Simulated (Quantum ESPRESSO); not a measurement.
# KI (Fm-3m) in Quantum ESPRESSO: notebook

Runs on KI. Level: PBE. Tasks: band structure.

Everything below comes from runs of Quantum ESPRESSO 7.5. Logs are shortened: lines on timing, memory, paths and dates and some standing lists are left out, and cuts for length are marked.

**Measured values to compare with.**

A printed reference work, monograph reports, for a bulk crystal of KI: band gap 6.32 eV.

The runs below are set against these values where they give the same quantity.

## 1. The crystal as given

It takes space group Fm-3m (No. 225, cubic). Conventional cell: a = 7.066 Å, b = 7.066 Å, c = 7.066 Å, α = 90.00°, β = 90.00°, γ = 90.00°. I (site symmetry m-3m) is surrounded by 6 K at 3.53 Å. K (site symmetry m-3m) has 6 I at 3.53 Å as nearest neighbours.

## 2. Band structure, PBE

File pw.in:

```
&CONTROL
  calculation = 'scf'
  prefix = 'pwscf'
  outdir = './tmp'
  pseudo_dir = './pseudo'
  tprnfor = .true.
  tstress = .true.
  disk_io = 'low'
/
&SYSTEM
  ibrav = 0
  nat = 2
  ntyp = 2
  ecutwfc = 74
  nbnd = 14
  occupations = 'smearing'
  smearing = 'fd'
  degauss = 0.00367493
/
&ELECTRONS
  conv_thr = 4d-10
  electron_maxstep = 120
  mixing_beta = 0.5
/
ATOMIC_SPECIES
I    126.9045 I.upf
K     39.0983 K.upf
CELL_PARAMETERS angstrom
   0.0000000000    3.5327750000    3.5327750000
   3.5327750000    0.0000000000    3.5327750000
   3.5327750000    3.5327750000    0.0000000000
ATOMIC_POSITIONS crystal
I      0.5000000000    0.5000000000    0.5000000000
K      0.0000000000    0.0000000000    0.0000000000
K_POINTS automatic
7 7 7 0 0 0
```

File pp_density.in:

```
&INPUTPP
  prefix = 'pwscf'
  outdir = './tmp'
  filplot = 'density.dat'
  plot_num = 0
/
&PLOT
  nfile = 1
  filepp(1) = 'density.dat'
  iflag = 3
  output_format = 6
  fileout = 'density.cube'
/
```

File pp_potential.in:

```
&INPUTPP
  prefix = 'pwscf'
  outdir = './tmp'
  filplot = 'potential.dat'
  plot_num = 11
/
&PLOT
  nfile = 1
  filepp(1) = 'potential.dat'
  iflag = 3
  output_format = 6
  fileout = 'potential.cube'
/
```

File pp_elf.in:

```
&INPUTPP
  prefix = 'pwscf'
  outdir = './tmp'
  filplot = 'elf.dat'
  plot_num = 8
/
&PLOT
  nfile = 1
  filepp(1) = 'elf.dat'
  iflag = 3
  output_format = 6
  fileout = 'elf.cube'
/
```

File bands.in:

```
&CONTROL
  calculation = 'bands'
  prefix = 'pwscf'
  outdir = './tmp'
  pseudo_dir = './pseudo'
  disk_io = 'low'
  verbosity = 'high'
/
&SYSTEM
  ibrav = 0
  nat = 2
  ntyp = 2
  ecutwfc = 74
  nbnd = 14
  occupations = 'smearing'
  smearing = 'fd'
  degauss = 0.00367493
/
&ELECTRONS
  conv_thr = 1d-08
  electron_maxstep = 120
  mixing_beta = 0.5
  diago_full_acc = .true.
/
ATOMIC_SPECIES
I    126.9045 I.upf
K     39.0983 K.upf
CELL_PARAMETERS angstrom
   0.0000000000    3.5327750000    3.5327750000
   3.5327750000    0.0000000000    3.5327750000
   3.5327750000    3.5327750000    0.0000000000
ATOMIC_POSITIONS crystal
I      0.5000000000    0.5000000000    0.5000000000
K      0.0000000000    0.0000000000    0.0000000000
K_POINTS crystal
60
 0.0000000000  0.0000000000  0.0000000000 1
 0.0625000000  0.0000000000  0.0625000000 1
 0.1250000000  0.0000000000  0.1250000000 1
 0.1875000000  0.0000000000  0.1875000000 1
 0.2500000000  0.0000000000  0.2500000000 1
 0.3125000000  0.0000000000  0.3125000000 1
 0.3750000000  0.0000000000  0.3750000000 1
 0.4375000000  0.0000000000  0.4375000000 1
 0.5000000000  0.0000000000  0.5000000000 1
 0.5000000000  0.0625000000  0.5625000000 1
 0.5000000000  0.1250000000  0.6250000000 1
 0.5000000000  0.1875000000  0.6875000000 1
 0.5000000000  0.2500000000  0.7500000000 1
 0.4375000000  0.3125000000  0.7500000000 1
 0.3750000000  0.3750000000  0.7500000000 1
 0.3375000000  0.3375000000  0.6750000000 1
 0.3000000000  0.3000000000  0.6000000000 1
 0.2625000000  0.2625000000  0.5250000000 1
 0.2250000000  0.2250000000  0.4500000000 1
 0.1875000000  0.1875000000  0.3750000000 1
 0.1500000000  0.1500000000  0.3000000000 1
 0.1125000000  0.1125000000  0.2250000000 1
 0.0750000000  0.0750000000  0.1500000000 1
 0.0375000000  0.0375000000  0.0750000000 1
 0.0000000000  0.0000000000  0.0000000000 1
 0.0625000000  0.0625000000  0.0625000000 1
 0.1250000000  0.1250000000  0.1250000000 1
 0.1875000000  0.1875000000  0.1875000000 1
 0.2500000000  0.2500000000  0.2500000000 1
 0.3125000000  0.3125000000  0.3125000000 1
 0.3750000000  0.3750000000  0.3750000000 1
 0.4375000000  0.4375000000  0.4375000000 1
 0.5000000000  0.5000000000  0.5000000000 1
 0.5250000000  0.4500000000  0.5250000000 1
 0.5500000000  0.4000000000  0.5500000000 1
 0.5750000000  0.3500000000  0.5750000000 1
 0.6000000000  0.3000000000  0.6000000000 1
 0.6250000000  0.2500000000  0.6250000000 1
 0.5833333333  0.2500000000  0.6666666667 1
 0.5416666667  0.2500000000  0.7083333333 1
 0.5000000000  0.2500000000  0.7500000000 1
 0.5000000000  0.2857142857  0.7142857143 1
 0.5000000000  0.3214285714  0.6785714286 1
 0.5000000000  0.3571428571  0.6428571429 1
 0.5000000000  0.3928571429  0.6071428571 1
 0.5000000000  0.4285714286  0.5714285714 1
 0.5000000000  0.4642857143  0.5357142857 1
 0.5000000000  0.5000000000  0.5000000000 1
 0.4821428571  0.4821428571  0.5357142857 1
 0.4642857143  0.4642857143  0.5714285714 1
 0.4464285714  0.4464285714  0.6071428571 1
 0.4285714286  0.4285714286  0.6428571429 1
 0.4107142857  0.4107142857  0.6785714286 1
 0.3928571429  0.3928571429  0.7142857143 1
 0.3750000000  0.3750000000  0.7500000000 1
 0.6250000000  0.2500000000  0.6250000000 1
 0.5937500000  0.1875000000  0.5937500000 1
 0.5625000000  0.1250000000  0.5625000000 1
 0.5312500000  0.0625000000  0.5312500000 1
 0.5000000000  0.0000000000  0.5000000000 1
```

Potentials or basis: PseudoDojo 0.4.1 SR PBE standard.

Command:

```
$ OMP_NUM_THREADS=1 pw.x -in pw.in > pw.out
$ OMP_NUM_THREADS=1 pp.x -in pp_density.in > pp_density.out
$ OMP_NUM_THREADS=1 pp.x -in pp_potential.in > pp_potential.out
$ OMP_NUM_THREADS=1 pp.x -in pp_elf.in > pp_elf.out
$ OMP_NUM_THREADS=1 pw.x -in bands.in > bands.out
```

pw.out:

```text
This program is part of the open-source Quantum ESPRESSO suite
     for quantum simulation of materials; please cite
[... 9 lines left out ...]
     --------------------
     sticks:   dense  smooth     PW     G-vecs:    dense   smooth      PW
     Sum        1813    1813    511                51253    51253    7799

     Using Slab Decomposition

     bravais-lattice index     =            0
     lattice parameter (alat)  =       9.4413  a.u.
     unit-cell volume          =     595.0789 (a.u.)^3
     number of atoms/cell      =            2
     number of atomic types    =            2
     number of electrons       =        16.00
     number of Kohn-Sham states=           14
     kinetic-energy cutoff     =      74.0000  Ry
     charge density cutoff     =     296.0000  Ry
     scf convergence threshold =      4.0E-10
     mixing beta               =       0.5000
     number of iterations used =            8  plain     mixing
     Exchange-correlation= PBE
                           (   1   4   3   4   0   0   0)

     celldm(1)=   9.441258  celldm(2)=   0.000000  celldm(3)=   0.000000
     celldm(4)=   0.000000  celldm(5)=   0.000000  celldm(6)=   0.000000

     crystal axes: (cart. coord. in units of alat)
               a(1) = (   0.000000   0.707107   0.707107 )
               a(2) = (   0.707107   0.000000   0.707107 )
               a(3) = (   0.707107   0.707107   0.000000 )

     reciprocal axes: (cart. coord. in units 2 pi/alat)
               b(1) = ( -0.707107  0.707107  0.707107 )
               b(2) = (  0.707107 -0.707107  0.707107 )
               b(3) = (  0.707107  0.707107 -0.707107 )

     PseudoPot. # 1 for I  read from file:
     I.upf
     Pseudo is Norm-conserving + core correction, Zval =  7.0
     Generated using ONCVPSP code by D. R. Hamann
     Using radial grid of 1196 points,  6 beta functions with:
                l(1) =   0
                l(2) =   0
                l(3) =   1
                l(4) =   1
                l(5) =   2
                l(6) =   2

     PseudoPot. # 2 for K  read from file:
     K.upf
     Pseudo is Norm-conserving + core correction, Zval =  9.0
     Generated using ONCVPSP code by D. R. Hamann
     Using radial grid of 2222 points,  6 beta functions with:
                l(1) =   0
                l(2) =   0
                l(3) =   1
                l(4) =   1
                l(5) =   2
                l(6) =   2

     atomic species   valence    mass     pseudopotential
     I                 7.00   126.90450     I ( 1.00)
     K                 9.00    39.09830     K ( 1.00)

     48 Sym. Ops., with inversion, found

   Cartesian axes

     site n.     atom                  positions (alat units)
         1        I      tau(   1) = (   0.7071068   0.7071068   0.7071068  )
         2        K      tau(   2) = (   0.0000000   0.0000000   0.0000000  )

     number of k points=    20  Fermi-Dirac smearing, width (Ry)=  0.0037
                       cart. coord. in units 2pi/alat
        k(    1) = (   0.0000000   0.0000000   0.0000000), wk =   0.0058309
        k(    2) = (   0.1010153   0.1010153  -0.1010153), wk =   0.0466472
        k(    3) = (   0.2020305   0.2020305  -0.2020305), wk =   0.0466472
        k(    4) = (   0.3030458   0.3030458  -0.3030458), wk =   0.0466472
        k(    5) = (   0.2020305  -0.0000000   0.0000000), wk =   0.0349854
        k(    6) = (   0.3030458   0.1010153  -0.1010153), wk =   0.1399417
[... 12 lines left out ...]
        k(   19) = (  -0.1010153  -0.5050763   0.7071068), wk =   0.1399417
        k(   20) = (   0.0000000  -0.4040610   0.6060915), wk =   0.1399417

     Dense  grid:    51253 G-vectors     FFT dimensions: (  54,  54,  54)

     Initial potential from superposition of free atoms

     starting charge      15.9807, renormalised to      16.0000
     Starting wfcs are    9 randomized atomic wfcs +    5 random wfcs

     Self-consistent Calculation

     iteration #  1     ecut=    74.00 Ry     beta= 0.50
     Davidson diagonalization with overlap
     ethr =  1.00E-02,  avg # of iterations =  7.8

     Threshold (ethr) on eigenvalues was too large:
     Diagonalizing with lowered threshold

     Davidson diagonalization with overlap
     ethr =  1.69E-04,  avg # of iterations =  7.3

     total energy              =     -86.20021237 Ry
     estimated scf accuracy    <       0.02570367 Ry

     iteration #  2     ecut=    74.00 Ry     beta= 0.50
     Davidson diagonalization with overlap
     ethr =  1.61E-04,  avg # of iterations =  2.0

     total energy              =     -86.20478709 Ry
     estimated scf accuracy    <       0.00151465 Ry

     iteration #  3     ecut=    74.00 Ry     beta= 0.50
     Davidson diagonalization with overlap
     c_bands:  1 eigenvalues not converged
     ethr =  9.47E-06,  avg # of iterations =  8.1

     total energy              =     -86.20516499 Ry
     estimated scf accuracy    <       0.00032303 Ry

     iteration #  4     ecut=    74.00 Ry     beta= 0.50
     Davidson diagonalization with overlap
     ethr =  2.02E-06,  avg # of iterations =  4.5

     total energy              =     -86.20521799 Ry
     estimated scf accuracy    <       0.00000819 Ry

     iteration #  5     ecut=    74.00 Ry     beta= 0.50
     Davidson diagonalization with overlap
     ethr =  5.12E-08,  avg # of iterations =  2.4

     total energy              =     -86.20522146 Ry
     estimated scf accuracy    <       0.00000062 Ry

     iteration #  6     ecut=    74.00 Ry     beta= 0.50
     Davidson diagonalization with overlap
     ethr =  3.85E-09,  avg # of iterations =  3.4

     total energy              =     -86.20522169 Ry
     estimated scf accuracy    <       0.00000013 Ry

     iteration #  7     ecut=    74.00 Ry     beta= 0.50
     Davidson diagonalization with overlap
     ethr =  8.24E-10,  avg # of iterations =  2.2

     total energy              =     -86.20522173 Ry
     estimated scf accuracy    <          7.8E-09 Ry

     iteration #  8     ecut=    74.00 Ry     beta= 0.50
     Davidson diagonalization with overlap
     ethr =  4.86E-11,  avg # of iterations =  3.1

     End of self-consistent calculation

          k = 0.0000 0.0000 0.0000 (  6375 PWs)   bands (ev):

   -27.1195 -10.6068 -10.6068 -10.6068  -9.1238   1.3802   1.3802   1.3802
     5.3428   7.8855   7.8855   7.8855   8.6046   8.6046

          k = 0.1010 0.1010-0.1010 (  6372 PWs)   bands (ev):

   -27.1191 -10.6378 -10.6073 -10.6073  -9.0691   1.0570   1.3117   1.3117
     5.8247   7.8069   8.1041   8.1041   8.8381   8.8381

          k = 0.2020 0.2020-0.2020 (  6414 PWs)   bands (ev):

   -27.1182 -10.7012 -10.6083 -10.6083  -8.9510   0.4853   1.1672   1.1672
     6.5894   8.1221   8.6573   8.6573   9.4963   9.4963

          k = 0.3030 0.3030-0.3030 (  6387 PWs)   bands (ev):

   -27.1175 -10.7470 -10.6092 -10.6092  -8.8598   0.1122   1.0594   1.0594
     6.8743   8.9544   9.3498   9.3498  10.0976  10.0977

          k = 0.2020-0.0000 0.0000 (  6390 PWs)   bands (ev):

   -27.1190 -10.6376 -10.6102 -10.6102  -9.0593   0.9869   1.2967   1.2967
     5.9418   7.4335   8.3712   8.3712   8.7409   9.0454

          k = 0.3030 0.1010-0.1010 (  6389 PWs)   bands (ev):

   -27.1183 -10.6778 -10.6128 -10.6113  -8.9809   0.6049   1.1567   1.1865
     6.6190   7.3445   8.8518   8.8651   9.2352   9.5239

          k = 0.4041 0.2020-0.2020 (  6382 PWs)   bands (ev):

   -27.1175 -10.7205 -10.6138 -10.6131  -8.8954   0.2649   0.9921   1.0708
     7.0091   8.1546   9.1002   9.3730   9.8174  10.0908

          k =-0.2020-0.4041 0.4041 (  6390 PWs)   bands (ev):

   -27.1173 -10.7348 -10.6173 -10.6109  -8.8652   0.1634   0.9351   1.0309
     7.1716   8.6117   9.1156   9.5783   9.9873  10.2419

          k =-0.1010-0.3030 0.3030 (  6408 PWs)   bands (ev):

   -27.1177 -10.7129 -10.6182 -10.6079  -8.9116   0.3504   1.0222   1.0930
     7.0481   8.0661   8.8709   8.8727   9.8686  10.0506

          k =-0.0000-0.2020 0.2020 (  6381 PWs)   bands (ev):

   -27.1185 -10.6701 -10.6139 -10.6062  -9.0019   0.7294   1.1976   1.2173
     6.4182   7.6410   8.2993   8.6327   9.1810   9.3273

          k = 0.4041-0.0000 0.0000 (  6390 PWs)   bands (ev):

   -27.1178 -10.6672 -10.6179 -10.6179  -8.9792   0.5127   1.1361   1.1361
     6.7609   6.8786   9.0887   9.5017   9.6519   9.6519

          k = 0.5051 0.1010-0.1010 (  6380 PWs)   bands (ev):

   -27.1172 -10.6773 -10.6235 -10.6198  -8.9473   0.4022   0.9636   1.0569
     6.7518   7.4519   9.1188   9.3926  10.2974  10.4447

          k =-0.1010-0.5051 0.5051 (  6395 PWs)   bands (ev):

   -27.1169 -10.6903 -10.6339 -10.6171  -8.9087   0.4062   0.7196   1.0075
     7.1623   8.3130   8.6209   9.8343   9.8768  10.2956

          k = 0.0000-0.4041 0.4041 (  6419 PWs)   bands (ev):

   -27.1172 -10.7054 -10.6323 -10.6118  -8.8927   0.3610   0.7676   1.0227
     7.6653   8.1530   8.4478   9.4535   9.8780  10.4282

          k = 0.6061-0.0000 0.0000 (  6394 PWs)   bands (ev):

   -27.1169 -10.6563 -10.6242 -10.6242  -8.9768   0.3868   1.0287   1.0287
     6.3703   7.1785   9.4278   9.6374  10.7196  10.8742

          k =-0.0000-0.6061 0.6061 (  6407 PWs)   bands (ev):

   -27.1168 -10.6495 -10.6420 -10.6230  -8.9592   0.4317   0.8569   1.0068
     6.5792   7.4588   9.6197   9.6274   9.9200  10.7459

          k = 0.4041 0.2020 0.0000 (  6382 PWs)   bands (ev):

   -27.1176 -10.6925 -10.6223 -10.6124  -8.9344   0.4245   1.0079   1.0700
     7.2431   7.2896   8.8663   9.4369   9.6585  10.0101

          k =-0.2020-0.4041 0.6061 (  6408 PWs)   bands (ev):

   -27.1171 -10.7032 -10.6270 -10.6167  -8.8977   0.3409   0.8252   0.9842
     7.4473   8.1356   8.4677   9.8099  10.0232  10.2768

          k =-0.1010-0.5051 0.7071 (  6421 PWs)   bands (ev):

   -27.1169 -10.6653 -10.6305 -10.6292  -8.9398   0.4455   0.8810   0.9075
     6.9118   7.6941   8.8657   9.7586  10.0262  10.8248

          k = 0.0000-0.4041 0.6061 (  6411 PWs)   bands (ev):

   -27.1168 -10.6707 -10.6404 -10.6260  -8.9174   0.5880   0.6089   0.9001
     7.4794   8.1381   8.2625   9.5873  10.1610  10.6757

     the Fermi energy is     4.0629 ev

!    total energy              =     -86.20522173 Ry
     estimated scf accuracy    <          2.5E-10 Ry
     smearing contrib. (-TS)   =      -0.00000000 Ry
     internal energy E=F+TS    =     -86.20522173 Ry

     The total energy is F=E-TS. E is the sum of the following terms:
     one-electron contribution =     -29.58916350 Ry
     hartree contribution      =      19.12888946 Ry
     xc contribution           =     -20.82127210 Ry
     ewald contribution        =     -54.92367560 Ry

     convergence has been achieved in   8 iterations

     Forces acting on atoms (cartesian axes, Ry/au):

     atom    1 type  1   force =     0.00000000    0.00000000   -0.00000000
     atom    2 type  2   force =     0.00000000    0.00000000    0.00000000

     Total force =     0.000000     Total SCF correction =     0.000000

     Computing stress (Cartesian axis) and pressure

          total   stress  (Ry/bohr**3)                   (kbar)     P=        5.81
   0.00003949   0.00000000  -0.00000000            5.81        0.00       -0.00
   0.00000000   0.00003949   0.00000000            0.00        5.81        0.00
  -0.00000000   0.00000000   0.00003949           -0.00        0.00        5.81

=------------------------------------------------------------------------------=
   JOB DONE.
=------------------------------------------------------------------------------=
```

Run time: 2.7 min. Hardware: 1 thread of Arm Neoverse V1, shared host; peak memory 0.13 GiB.

Results:

```
Free energy             : -1172.8818 eV
Pressure                : 0.6 GPa
Band gap on the k mesh  : 3.96 eV, direct
Band gap along the path : 3.96 eV, direct
```

Levels at the corners of the path, in eV from the valence-band top:
| point | band 6 | band 7 | band 8 | band 9 | band 10 | band 11 |
| --- | --- | --- | --- | --- | --- | --- |
| Γ | 0.00 | 0.00 | 0.00 | 3.96 | 6.51 | 6.51 |
| X | -1.00 | -0.37 | -0.37 | 4.94 | 5.77 | 8.10 |
| W | -0.73 | -0.73 | -0.60 | 6.47 | 6.47 | 6.64 |
| K | -0.85 | -0.75 | -0.38 | 5.62 | 6.64 | 7.63 |
| Γ | 0.00 | 0.00 | 0.00 | 3.96 | 6.51 | 6.51 |
| L | -1.32 | -0.34 | -0.34 | 5.52 | 7.72 | 8.16 |
| U | -0.85 | -0.75 | -0.38 | 5.62 | 6.64 | 7.63 |
| W | -0.73 | -0.73 | -0.60 | 6.47 | 6.47 | 6.64 |
| L | -1.32 | -0.34 | -0.34 | 5.52 | 7.72 | 8.16 |
| K | -0.85 | -0.75 | -0.38 | 5.62 | 6.64 | 7.63 |
| U | -0.85 | -0.75 | -0.38 | 5.62 | 6.64 | 7.63 |
| X | -1.00 | -0.37 | -0.37 | 4.94 | 5.77 | 8.10 |

Caveat: spin-orbit coupling is left out, which moves the levels of the heavy elements.

## 3. Band structure, PBE, spin-orbit coupling, no magnetisation

pw.in, as its differences from that of step 2:

```diff
@@ -14,3 +14,3 @@
   ecutwfc = 74
-  nbnd = 14
+  nbnd = 28
   occupations = 'smearing'
@@ -18,2 +18,4 @@
   degauss = 0.00367493
+  noncolin = .true.
+  lspinorb = .true.
 /
@@ -31,4 +33,4 @@
    3.5327750000    3.5327750000    0.0000000000
-ATOMIC_POSITIONS crystal
-I      0.5000000000    0.5000000000    0.5000000000
+ATOMIC_POSITIONS angstrom
+I      3.5327750000    3.5327750000    3.5327750000
 K      0.0000000000    0.0000000000    0.0000000000
```

bands.in, as its differences from that of step 2:

```diff
@@ -13,3 +13,3 @@
   ecutwfc = 74
-  nbnd = 14
+  nbnd = 28
   occupations = 'smearing'
@@ -17,2 +17,4 @@
   degauss = 0.00367493
+  noncolin = .true.
+  lspinorb = .true.
 /
@@ -31,4 +33,4 @@
    3.5327750000    3.5327750000    0.0000000000
-ATOMIC_POSITIONS crystal
-I      0.5000000000    0.5000000000    0.5000000000
+ATOMIC_POSITIONS angstrom
+I      3.5327750000    3.5327750000    3.5327750000
 K      0.0000000000    0.0000000000    0.0000000000
```

Potentials or basis: PseudoDojo 0.4 FR PBE standard.

Command:

```
$ OMP_NUM_THREADS=1 pw.x -in pw.in > pw.out
$ OMP_NUM_THREADS=1 pw.x -in bands.in > bands.out
```

Run time: 13 min. Hardware: 1 thread of Arm Neoverse V1, shared host; peak memory 0.41 GiB.

The run converged. Its results:

```
Free energy             : -1173.0425 eV
Pressure                : 0.6 GPa
Band gap on the k mesh  : 3.64 eV, direct
Band gap along the path : 3.64 eV, direct
```

Levels at the corners of the path, in eV from the valence-band top:
| point | band 14 | band 15 | band 16 | band 17 | band 18 | band 19 |
| --- | --- | --- | --- | --- | --- | --- |
| Γ | 0.00 | 0.00 | 0.00 | 3.64 | 3.64 | 6.18 |
| X | -0.76 | -0.40 | -0.40 | 4.61 | 4.61 | 5.45 |
| W | -0.79 | -0.69 | -0.69 | 6.08 | 6.08 | 6.20 |
| K | -0.88 | -0.53 | -0.53 | 5.29 | 5.29 | 6.31 |
| Γ | 0.00 | 0.00 | 0.00 | 3.64 | 3.64 | 6.18 |
| L | -0.82 | -0.36 | -0.36 | 5.20 | 5.20 | 7.38 |
| U | -0.88 | -0.53 | -0.53 | 5.29 | 5.29 | 6.31 |
| W | -0.79 | -0.69 | -0.69 | 6.08 | 6.08 | 6.20 |
| L | -0.82 | -0.36 | -0.36 | 5.20 | 5.20 | 7.38 |
| K | -0.88 | -0.53 | -0.53 | 5.29 | 5.29 | 6.31 |
| U | -0.88 | -0.53 | -0.53 | 5.29 | 5.29 | 6.31 |
| X | -0.76 | -0.40 | -0.40 | 4.61 | 4.61 | 5.45 |

Caveat: some levels on the path didn't converge.

## 4. Comparison with measurements

Step 2. Against the measured gap of KI, 6.32 eV (a printed reference work, monograph), the calculated 3.96 eV is off by -2.36 eV. Spin-orbit coupling on I is left out. The value is that of PBE, without temperature or zero-point motion. Semilocal functionals fall short of measured gaps as a rule.

Step 3. A measured gap of KI is 6.32 eV (a printed reference work, monograph); the calculated 3.64 eV misses it by -2.68 eV. The value is that of PBE, without temperature or zero-point motion. Semilocal functionals fall short of measured gaps as a rule.
